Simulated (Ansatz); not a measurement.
Below is a relaxed structure of Sn₂Ge. The cell was found from a structure generator's guess, not taken from experiment.

Computed with Ansatz 0.2.0, DFT PBE, scalar-relativistic, plane waves, PAW. Cutoff 420 eV, Γ-centred mesh, Gaussian smearing, no spin polarisation.

```cif
data_structure
_symmetry_space_group_name_H-M 'P 1'
_symmetry_Int_Tables_number 1
_cell_length_a 6.4012
_cell_length_b 6.4012
_cell_length_c 6.4012
_cell_angle_alpha 149.604
_cell_angle_beta 145.403
_cell_angle_gamma 46.708
_cell_volume 75.08
loop_
_atom_site_label
_atom_site_type_symbol
_atom_site_fract_x
_atom_site_fract_y
_atom_site_fract_z
_atom_site_occupancy
Sn1 Sn 0.14979 0.14979 0.00000 1
Sn2 Sn 0.85021 0.85021 0.00000 1
Ge1 Ge 0.50000 0.50000 0.00000 1
```

Energies over the elements count from the elements' standard structures at the same level, with no fitted energy shifts. The references include grey tin.

Question: What space group does it have?

Answer: Immm (No. 71). Conventional cell: a = 3.356 Å, b = 3.807 Å, c = 11.753 Å. Sn has 4 Ge at 3.09 Å and 7 Sn at 3.36–3.52 Å; Ge is surrounded by 8 Sn at 3.09 Å and 2 Ge at 3.36 Å.

Question: What is its formation energy per atom?

Answer: +0.15 eV/atom. The separate elements lie lower, so it is unstable against them.

Question: Is it a metal?

Answer: Yes, bands cross the Fermi level on the 18×18×18 mesh.

The last run used an 18×18×18 mesh for its 3-atom cell and Gaussian smearing of 0.10 eV. A structure relaxed within its symmetry needn't be a true minimum. Another cell of Sn2Ge relaxed alike, in I4_1/amd, lies 108 meV/atom lower, so this cell isn't the stable form at this level.
